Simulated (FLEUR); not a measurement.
# Pb (Fm-3m) in FLEUR: a series of runs

The runs below take Pb through equation of state, with PBEsol.

Everything below comes from runs of FLEUR MaX-R8.1 (later development tree). Logs are shortened: lines on timing, memory, paths and dates and some standing lists are left out, and cuts for length are marked.

## 1. The crystal as given

The structure is cubic, space group Fm-3m (No. 225). Conventional cell: a = 4.950 Å, b = 4.950 Å, c = 4.950 Å, α = 90.00°, β = 90.00°, γ = 90.00°. Pb (site symmetry m-3m) has 12 Pb at 3.50 Å as nearest neighbours.

## 2. Equation of state, PBEsol, 28.50 Å³/atom (volume scaled by 0.94)

inp.xml reads:

```xml
<?xml version="1.0" encoding="UTF-8" standalone="no"?>
<fleurInput fleurInputVersion="0.39">
   <comment>
      Pb                                                                                                  
   </comment>
   <calculationSetup>
      <cutoffs Kmax="4.1" Gmax="12.7" GmaxXC="12.7" numbands="0"/>
      <scfLoop itmax="60" minDistance="0.00001" maxIterBroyd="15" imix="Anderson" alpha="0.05" precondParam="0.0" spinf="2.0" sdNocoIR="T"/>
      <coreElectrons ctail="T" frcor="F" kcrel="0" coretail_lmax="0"/>
      <xcFunctional name="PBEs" relativisticCorrections="F"/>
      <magnetism jspins="1"/>
      <soc l_soc="F" theta="0.0" phi="0.0" spav="F"/>
      <expertModes spex="0" secvar="F"/>
      <geometryOptimization l_f="F" forcealpha="1.0" forcemix="BFGS" epsdisp="0.0005" epsforce="0.0002"/>
      <ldaU l_linMix="F" mixParam="0.05" spinf="1.0"/>
   </calculationSetup>
   <cell>
      <bzIntegration valenceElectrons="20.0" mode="hist" fermiSmearingEnergy="0.00183747">
         <kPointListSelection listName="default-1"/>
         <!-- k-points included here -->
         <xi:include xmlns:xi="http://www.w3.org/2001/XInclude" href="kpts.xml"> </xi:include>
      </bzIntegration>
      <!-- symmetry operations included here -->
      <xi:include xmlns:xi="http://www.w3.org/2001/XInclude" href="sym.xml"> </xi:include>
      <bulkLattice scale="0.9795861087">
         <bravaisMatrix>
            <row-1>    0.0000000000000000     4.6771099529074922     4.6771099529074922</row-1>
            <row-2>    4.6771099529074922     0.0000000000000000     4.6771099529074922</row-2>
            <row-3>    4.6771099529074922     4.6771099529074922     0.0000000000000000</row-3>
         </bravaisMatrix>
      </bulkLattice>
   </cell>
   <atomSpecies>
      <species name="Lead (Pb)" element="Pb" atomicNumber="82">
         <mtSphere radius="2.66" gridPoints="879" logIncrement="0.015"/>
         <atomicCutoffs lmax="10" lnonsphr="10"/>
         <electronConfig flipSpins="F">
            <coreConfig>(1s1/2) (2s1/2) (2p1/2) (2p3/2) (3s1/2) (3p1/2) (3p3/2) (4s1/2) (3d3/2) (3d5/2) (4p1/2) (4p3/2) (4d3/2) (4d5/2) (4f5/2) (4f7/2) (5s1/2)</coreConfig>
            <valenceConfig>(5p1/2) (5p3/2) (6s1/2) (5d3/2) (5d5/2) (6p1/2) (6p3/2)</valenceConfig>
            <stateOccupation state="(6p1/2)" spinUp="0.333333" spinDown="0.333333"/>
            <stateOccupation state="(6p3/2)" spinUp="0.666667" spinDown="0.666667"/>
         </electronConfig>
         <energyParameters s="6" p="6" d="5" f="5"/>
         <lo type="SCLO" l="1" n="5" eDeriv="0"/>
         <lo type="SCLO" l="1" n="5" eDeriv="1"/>
         <lo type="SCLO" l="0" n="6" eDeriv="2"/>
         <lo type="SCLO" l="2" n="5" eDeriv="2"/>
         <lo type="SCLO" l="3" n="5" eDeriv="2"/>
      </species>
   </atomSpecies>
   <atomGroups>
      <atomGroup species="Lead (Pb)">
         <relPos label="                   1">.0000000000 .0000000000 .0000000000</relPos>
         <force calculate="T" relaxXYZ="TTT"/>
      </atomGroup>
   </atomGroups>
   <output dos="F" band="F" slice="F">
      <checks vchk="F" cdinf="F"/>
      <bandDOS minEnergy="-.5*Htr" maxEnergy="0.5*Htr" sigma="0.015" storeEVData="T"/>
      <vacuumDOS vacdos="F" integ="F" star="F" nstars="0" locx1="0.0" locy1="0.0" locx2="0.0" locy2="0.0" nstm="0" tworkf="0.0"/>
      <unfoldingBand unfoldBand="F" supercellX="1" supercellY="1" supercellZ="1"/>
      <plotting iplot="0" polar="F">
         <plot TwoD="T" vec1="  1.0  0.0  0.0" vec2="  0.0  1.0  0.0" vec3="  0.0  0.0  1.0" zero="  0.0  0.0  0.0" file="plot"/>
      </plotting>
      <chargeDensitySlicing numkpt="0" minEigenval="0.0" maxEigenval="0.0" nnne="0" pallst="F"/>
      <specialOutput eonly="F"/>
      <moessbauerParams electricFieldGradient="T" isomerShift="T" coreHyperfine="T" valenceHyperfine="T"/>
      <magneticCircularDichroism mcd="F" energyLo="-10.0" energyUp="0.0"/>
   </output>
  <!-- We include the file relax.xml here to enable relaxations (see documentation) -->
  <xi:include xmlns:xi="http://www.w3.org/2001/XInclude" href="relax.xml"> <xi:fallback/> </xi:include>
</fleurInput>
```

Potentials or basis: all-electron, FLAPW.

Launch:

```sh
$ inpgen -f crystal.txt -profile fastHighL
$ # inp.xml edited to the form shown
$ fleur_MPI
```

The log of the run:

```text
Welcome to FLEUR        (www.flapw.de)
      MaX-Release 8.1          (www.max-centre.eu)

 ========== k-point set info ==========
 Selected k-point list: default-1
 k-point list type: mesh
 9 x 9 x 9
 Number of k points: 35

 ------------Calculation Setup---------------------------
 Number of MPI-tasks      :            1
 Number of PE/node        :            1
 Number of OMP-threads    :            1
 Most efficient MPI parallelization for:
           1           5           7          35
 Additional eigenvalue parallelization possible
 Number of basis functions:          267
 Approximate size of matrices (H+S) per k-point:         0.001 GB
 --------------------------------------------------------
 Iteration:     1   Distance:      11.32497218 me/bohr^3
 Iteration:     2   Distance:      10.65456729 me/bohr^3
 Iteration:     3   Distance:       3.40983788 me/bohr^3
 Iteration:     4   Distance:       0.25349299 me/bohr^3
 Iteration:     5   Distance:       0.25608715 me/bohr^3
 Iteration:     6   Distance:       0.04901011 me/bohr^3
 Iteration:     7   Distance:       0.00256689 me/bohr^3
 Iteration:     8   Distance:       0.00191535 me/bohr^3
 Iteration:     9   Distance:       0.00016041 me/bohr^3
 Iteration:    10   Distance:       0.00005933 me/bohr^3
 Iteration:    11   Distance:       0.00001094 me/bohr^3
 Iteration:    12   Distance:       0.00000149 me/bohr^3

 ********************************************************************
 Run finished successfully
 Stop message:
   all done
 ********************************************************************
```

out.xml (last iteration):

```text
<iteration numberForCurrentRun="   12" overallNumber="   12">
         <energyParameters units="Htr">
            <atomicEP atomType="1" spin="1" branch="6s" branchLowest="-4.82" branchHighest="0.62" value="-0.0110718477"/>
            <atomicEP atomType="1" spin="1" branch="6p" branchLowest="-2.67" branchHighest="1.46" value="0.2667594792"/>
            <atomicEP atomType="1" spin="1" branch="5d" branchLowest="-14.26" branchHighest="-0.24" value="-0.2692127449"/>
            <atomicEP atomType="1" spin="1" branch="5f" branchLowest="-4.41" branchHighest="1.92" value="0.6041454197"/>
            <loAtomicEP atomType="1" spin="1" branch="5p" branchLowest="-23.18" branchHighest="-2.67" value="-2.7376739587"/>
            <loAtomicEP atomType="1" spin="1" branch="5p" branchLowest="-23.18" branchHighest="-2.67" value="-2.7376739587"/>
            <loAtomicEP atomType="1" spin="1" branch="6s" branchLowest="-4.82" branchHighest="0.62" value="-0.0110718477"/>
            <loAtomicEP atomType="1" spin="1" branch="5d" branchLowest="-14.26" branchHighest="-0.24" value="-0.3007754748"/>
            <loAtomicEP atomType="1" spin="1" branch="5f" branchLowest="-4.41" branchHighest="1.92" value="0.6041329391"/>
         </energyParameters>
         <eigenvalues>
            <eigenvaluesAt spin="1" ikpt="1" k_x="0.00000000" k_y="0.00000000" k_z="0.00000000">
                      -2.6723281379       -2.6723281379       -2.6723281379       -0.3093702414       -0.3093702414
                      -0.3093702414       -0.3030577971       -0.3030577971       -0.1311856217        0.6083242559
                       0.6083242559        0.6083242559        0.6763063906        0.7626411572        0.7942876700
                       0.7942876700
            </eigenvaluesAt>
            <eigenvaluesAt spin="1" ikpt="2" k_x="0.00000000" k_y="0.00000000" k_z="0.11111111">
                      -2.6723480501       -2.6723319187       -2.6723319187       -0.3094364684       -0.3086461990
                      -0.3086461990       -0.3030765683       -0.3030765683       -0.1218496971        0.5158545611
                       0.5972825555        0.5972825555        0.6659426923        0.7919647512        0.8140422348
                       0.8140422348
            </eigenvaluesAt>
            <eigenvaluesAt spin="1" ikpt="3" k_x="0.00000000" k_y="0.00000000" k_z="0.22222222">
                      -2.6723976469       -2.6723408282       -2.6723408282       -0.3097880228       -0.3077755521
                      -0.3077755521       -0.3020997336       -0.3020997336       -0.0937416817        0.3808982021
                       0.5736577972        0.5736577972        0.6570621986        0.7632754099        0.7954804633
                       0.7954804633
            </eigenvaluesAt>
            <eigenvaluesAt spin="1" ikpt="4" k_x="0.00000000" k_y="0.00000000" k_z="0.33333333">
                      -2.6724540476       -2.6723509651       -2.6723509651       -0.3104704196       -0.3082055961
                      -0.3082055961       -0.2994966656       -0.2994966656       -0.0480647426        0.2588915056
                       0.5507526321        0.5507526321        0.6538768930        0.7176814187        0.7622057911
                       0.7622057911
            </eigenvaluesAt>
         </eigenvalues>
         <bandgap value="0.3078037470" units="eV"/>
         <sumValenceSingleParticleEnergies value="-18.5868161732" units="Htr"/>
         <FermiEnergy value="0.3105609750" units="Htr"/>
         <valenceDensity>
            <mtCharges spin="1">
               <mtCharge atomType="1" total="18.0577535" s="1.4170033" p="6.8010979" d="9.8276367" f="0.0107187"/>
            </mtCharges>
            <spinDependentCharge spin="1" total="20.0000000" interstitial="1.9422465" mtSpheres="18.0577535"/>
            <totalCharge value="20.0000000000"/>
         </valenceDensity>
         <coreStates atomType="     1" atomicNumber=" 82" spin="1" kinEnergy="  24098.7843890082" eigValSum=" -12916.1407926687" lostElectrons=" 0.000046">
            <state n="1" l="0" j="0.5" energy="-3231.7416770704" weight="1.0000000000"/>
            <state n="2" l="0" j="0.5" energy="-577.1666989969" weight="1.0000000000"/>
            <state n="2" l="1" j="0.5" energy="-554.2292415001" weight="1.0000000000"/>
            <state n="2" l="1" j="1.5" energy="-473.7903262027" weight="2.0000000000"/>
            <state n="3" l="0" j="0.5" energy="-138.1778969443" weight="1.0000000000"/>
            <state n="3" l="1" j="0.5" energy="-127.8362543536" weight="1.0000000000"/>
[... 9 lines left out ...]
            <state n="4" l="3" j="3.5" energy="-4.3300132709" weight="4.0000000000"/>
            <state n="5" l="0" j="0.5" energy="-4.8163093607" weight="1.0000000000"/>
         </coreStates>
         <allElectronCharges>
            <spinDependentCharge spin="1" total="82.0000000" interstitial="1.9422923" mtSpheres="80.0577077"/>
            <totalCharge value="82.0000000012"/>
         </allElectronCharges>
         <moessbauerParams unitsHFF="kG" unitsIS="e/bohr^3" unitsEFG="Htr/bohr^2">
            <coreIsomerShift atomType="1" isTotal="2987072.99542">
               <shell n="1" l="0" isomerShift="2453506.62522"/>
               <shell n="2" l="0" isomerShift="378633.69441"/>
               <shell n="2" l="1" isomerShift="30061.11770"/>
               <shell n="3" l="0" isomerShift="87542.03128"/>
               <shell n="3" l="1" isomerShift="7805.66884"/>
               <shell n="4" l="0" isomerShift="22664.83981"/>
               <shell n="3" l="2" isomerShift="0.00327"/>
               <shell n="4" l="1" isomerShift="1996.87532"/>
               <shell n="4" l="2" isomerShift="0.00091"/>
               <shell n="4" l="3" isomerShift="0.00000"/>
               <shell n="5" l="0" isomerShift="4862.13867"/>
            </coreIsomerShift>
            <isomerShift atomType="1" nucleusRadius="0.0001398" averageDensity="2987629.92458"/>
            <electricFieldGradient atomType="1" VXX="0.00000" VYY="0.00000" VZZ="0.00000" asymParam="0.00000">
            </electricFieldGradient>
         </moessbauerParams>
         <totalEnergy                                    value="   -20922.6688923299" units="Htr">
            <sumOfEigenvalues                            value="   -12934.7276088420">
               <coreElectrons value="-12916.1407926687"/>
               <valenceElectrons value="-18.5868161732"/>
            </sumOfEigenvalues>
            <densityCoulombPotentialIntegral value="-36785.2968969916"/>
            <densityEffectivePotentialIntegral value="-37292.0585676874"/>
            <chargeDenXCDenIntegral value="-384.6648524794"/>
            <FockExchangeEnergyValence value="0.0000000000"/>
            <FockExchangeEnergyCore value="0.0000000000"/>
            <atomTypeDependentContributions atomType="1">
               <electronNucleiInteractionDifferentMTs value="26461.5297435115"/>
               <MadelungTerm value="-41.1568066887"/>
            </atomTypeDependentContributions>
            <tkbTimesEntropy value="0.0001195691"/>
            <freeEnergy value="-20922.6690118990"/>
            <extrapolationTo0K value="-20922.6689521144"/>
         </totalEnergy>
         <densityConvergence units="me/bohr^3">
            <chargeDensity spin="1" distance="0.0000014916"/>
         </densityConvergence>
      </iteration>
```

It took 15 s on 1 thread of Arm Neoverse V1, shared host; peak memory 0.07 GiB.

Results:

```
Free energy                                           : -569334.8278 eV
Band gap on the k mesh                                : none (metal or under the smearing width)
Valence electrons inside the program's atomic spheres : Pb 18.06 (radii Pb 2.66 bohr)
```

## 3. Equation of state, PBEsol, 29.11 Å³/atom (volume scaled by 0.96)

Edit inp.xml of step 2 so:

```diff
@@ -24,3 +24,3 @@
       <xi:include xmlns:xi="http://www.w3.org/2001/XInclude" href="sym.xml"> </xi:include>
-      <bulkLattice scale="0.9795861087">
+      <bulkLattice scale="0.9864848297">
          <bravaisMatrix>
```

Potentials or basis: all-electron, FLAPW.

Launch:

```sh
$ inpgen -f crystal.txt -profile fastHighL
$ # inp.xml edited to the form shown
$ fleur_MPI
```

Run time: 15 s. Hardware: 1 thread of Arm Neoverse V1, shared host; peak memory 0.07 GiB.

The run converged. Its results:

```
Free energy                                           : -569334.8359 eV
Band gap on the k mesh                                : none (metal or under the smearing width)
Valence electrons inside the program's atomic spheres : Pb 18.04 (radii Pb 2.66 bohr)
```

## 4. Equation of state, PBEsol, 29.72 Å³/atom (volume scaled by 0.98)

Edit inp.xml of step 3 so:

```diff
@@ -24,3 +24,3 @@
       <xi:include xmlns:xi="http://www.w3.org/2001/XInclude" href="sym.xml"> </xi:include>
-      <bulkLattice scale="0.9864848297">
+      <bulkLattice scale="0.9932883884">
          <bravaisMatrix>
```

Launch:

```sh
$ inpgen -f crystal.txt -profile fastHighL
$ # inp.xml edited to the form shown
$ fleur_MPI
```

Run time: 16 s. Hardware: 1 thread of Arm Neoverse V1, shared host; peak memory 0.07 GiB.

The run converged. Its results:

```yaml
Free_energy: -569334.8396 eV
Band_gap_on_the_k_mesh: none (metal or under the smearing width)
Valence_electrons_inside_the_program's_atomic_spheres: Pb 18.03 (radii Pb 2.66 bohr)
```

## 5. Equation of state, PBEsol, 30.32 Å³/atom

Edit inp.xml of step 4 so:

```diff
@@ -24,3 +24,3 @@
       <xi:include xmlns:xi="http://www.w3.org/2001/XInclude" href="sym.xml"> </xi:include>
-      <bulkLattice scale="0.9932883884">
+      <bulkLattice scale="1.0000000000">
          <bravaisMatrix>
```

Launch:

```sh
$ inpgen -f crystal.txt -profile fastHighL
$ # inp.xml edited to the form shown
$ fleur_MPI
```

It took 16 s on 1 thread of Arm Neoverse V1, shared host; peak memory 0.07 GiB.

The run converged. Its results:

| Item | Value |
| --- | --- |
| Free energy | -569334.8392 eV |
| Band gap on the k mesh | none (metal or under the smearing width) |
| Valence electrons inside the program's atomic spheres | Pb 18.02 (radii Pb 2.66 bohr) |

## 6. Equation of state, PBEsol, 30.93 Å³/atom (volume scaled by 1.02)

Edit inp.xml of step 5 so:

```diff
@@ -24,3 +24,3 @@
       <xi:include xmlns:xi="http://www.w3.org/2001/XInclude" href="sym.xml"> </xi:include>
-      <bulkLattice scale="1.0000000000">
+      <bulkLattice scale="1.0066227096">
          <bravaisMatrix>
```

Potentials or basis: all-electron, FLAPW.

Launch:

```sh
$ inpgen -f crystal.txt -profile fastHighL
$ # inp.xml edited to the form shown
$ fleur_MPI
```

It took 16 s on 1 thread of Arm Neoverse V1, shared host; peak memory 0.07 GiB.

Results (log left out):

| Property | Result |
| --- | --- |
| Free energy | -569334.8354 eV |
| Band gap on the k mesh | none (metal or under the smearing width) |
| Valence electrons inside the program's atomic spheres | Pb 18.00 (radii Pb 2.66 bohr) |

## 7. Equation of state, PBEsol, 31.54 Å³/atom (volume scaled by 1.04)

Edit inp.xml of step 6 so:

```diff
@@ -24,3 +24,3 @@
       <xi:include xmlns:xi="http://www.w3.org/2001/XInclude" href="sym.xml"> </xi:include>
-      <bulkLattice scale="1.0066227096">
+      <bulkLattice scale="1.0131594038">
          <bravaisMatrix>
```

Launch:

```sh
$ inpgen -f crystal.txt -profile fastHighL
$ # inp.xml edited to the form shown
$ fleur_MPI
```

Wall time 17 s (1 thread of Arm Neoverse V1, shared host); peak memory 0.07 GiB.

Results (log left out):

```
Free energy                                           : -569334.8285 eV
Band gap on the k mesh                                : none (metal or under the smearing width)
Valence electrons inside the program's atomic spheres : Pb 17.99 (radii Pb 2.66 bohr)
```

## 8. Equation of state, PBEsol, 32.14 Å³/atom (volume scaled by 1.06)

Edit inp.xml of step 7 so:

```diff
@@ -24,3 +24,3 @@
       <xi:include xmlns:xi="http://www.w3.org/2001/XInclude" href="sym.xml"> </xi:include>
-      <bulkLattice scale="1.0131594038">
+      <bulkLattice scale="1.0196128224">
          <bravaisMatrix>
```

Launch:

```sh
$ inpgen -f crystal.txt -profile fastHighL
$ # inp.xml edited to the form shown
$ fleur_MPI
```

It took 17 s on 1 thread of Arm Neoverse V1, shared host; peak memory 0.07 GiB.

It converged, with:

```
Free energy                                           : -569334.8188 eV
Band gap on the k mesh                                : none (metal or under the smearing width)
Valence electrons inside the program's atomic spheres : Pb 17.98 (radii Pb 2.66 bohr)
```

## 9. Equation of state, PBEsol

Potentials or basis: all-electron, FLAPW.

No new run: the results of the series are fitted here.

Results:

- Equilibrium volume: 29.96 Å³/atom
- Bulk modulus: 49 GPa
- Pressure derivative of the bulk modulus: 5.2 (rough: it moves with the points fitted)

Energy against volume, from the lowest point:
```tsv
volume (Å³/atom)	energy (meV/atom)
28.503	11.78
29.110	3.61
29.716	0.00
30.323	0.32
30.929	4.17
31.535	11.04
32.142	20.73
```

The run has no spin-orbit coupling, so splittings on Pb are missing.

## 10. How close it comes

Step 9. The cell as given is a measured one (30.32 Å³/atom); PBEsol puts the equilibrium volume -1.2 % from it, thermal expansion not counted.
